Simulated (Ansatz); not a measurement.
**SrO (Fm-3m), a sublattice moved along a line**

Method: DFT r2SCAN, scalar-relativistic, plane waves, PAW in Ansatz 0.2.0. Cutoff 500 eV, Γ-centred 8×8×8 k-points, Gaussian smearing of 0.05 eV. No spin polarisation. Energies are free energies at this smearing, counted from the undisturbed cell; pressure is positive in compression.

Reference structure (as given, not relaxed at this level; it stands at 1.1 GPa):

```
Sr O
1.0
     0.00000    2.56980    2.56980
     2.56980    0.00000    2.56980
     2.56980    2.56980    0.00000
Sr O
1 1
Cartesian
  0.0000 0.0000 0.0000
  2.5698 2.5698 2.5698
```

Every Sr atom is moved by x along the Cartesian unit vector (0.000, 0.000, -1.000); the cell and all other atoms stay fixed.

| x (Å) | ΔE (meV/cell) | force along x on the moved atoms (eV/Å) | pressure (GPa) |
| --- | --- | --- | --- |
| -0.1000 | 12.6 | 0.26 | 1.4 |
| -0.0500 | 3.1 | 0.12 | 1.2 |
| 0.0000 | 0.0 | 0.00 | 1.1 |
| 0.0125 | 0.2 | -0.03 | 1.1 |
| 0.0250 | 0.8 | -0.06 | 1.1 |
| 0.0375 | 1.7 | -0.09 | 1.2 |
| 0.0625 | 4.8 | -0.16 | 1.2 |
| 0.0750 | 7.0 | -0.19 | 1.3 |
| 0.0875 | 9.6 | -0.22 | 1.3 |

By symmetry 0.1000 repeats -0.1000, -0.0750 repeats 0.0750, 0.0500 repeats -0.0500, -0.0250 repeats 0.0250 in energy, with the opposite slope along the path.